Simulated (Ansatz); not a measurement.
# MgB2: the cost of one run

Computed with Ansatz 0.2.0 (DFT PBEsol, scalar-relativistic, plane waves, PAW, unless a step's input says otherwise).

3 further runs of the same task are left out: 1 that didn't finish, 2 set aside as unsound or not needed.

### Step 1. The structure to begin with

The structure is hexagonal, space group P6/mmm (No. 191). Conventional cell: a = 3.085 Å, b = 3.085 Å, c = 3.523 Å, α = 90.00°, β = 90.00°, γ = 120.00°. Mg (site symmetry 6/mmm) is surrounded by 12 B at 2.51 Å. B (site symmetry -6m2) is surrounded by 3 B at 1.78 Å and 6 Mg at 2.51 Å.

Coordinates:

```
Mg B
1.0
     3.08500    0.00000    0.00000
    -1.54250    2.67169    0.00000
     0.00000    0.00000    3.52300
Mg B
1 2
Direct
  0.00000 0.00000 0.00000
  0.33333 0.66667 0.50000
  0.66667 0.33333 0.50000
```

The structure comes from the Crystallography Open Database.

### Step 2. A distortion of lower symmetry

What differs from the listed cell: strain xx, yy, zz, yz, xz, xy = +7.4, +7.4, -1.6, +0.0, +0.0, +0.0 %; atoms moved by 0.03 Å root mean square, at most 0.04 Å.

input.yaml reads:

```yaml
crystal:
  lattice:
    - [3.3140928579, 0.0, 0.0]
    - [-1.657046429, 2.8700886054, 0.0]
    - [0.0, 0.0, 3.46754798]
  atoms:
    - { symbol: Mg, position: [0.0, 0.0, -0.0120426928] }
    - { symbol: B, position: [0.3333333333, 0.6666666667, 0.5060213464] }
    - { symbol: B, position: [0.6666666667, 0.3333333333, 0.5060213464] }
basis:
  ecutwfc: 420
kpoints:
  mp_grid: { grid: [12, 12, 10] }
hamiltonian:
  xc: pbesol
scf:
  occupations: { method: gaussian, width: 0.1 }
output:
  forces: true
  stress: true
  eigenvalues: true
  write_density: true
  write_potential: true
  elf: true
  volumetric_format: npy
```

On the command line:

```bash
> ansatz run input.yaml --threads 1 --pin off --max-ram 1331MiB --backend cpu --events-out ev --progress --plain --runs-dir out
```

Q: Estimate wall time and peak memory on 1 thread of an Arm CPU, shared host.

About 8.7 s, with a peak of 0.36 GiB.
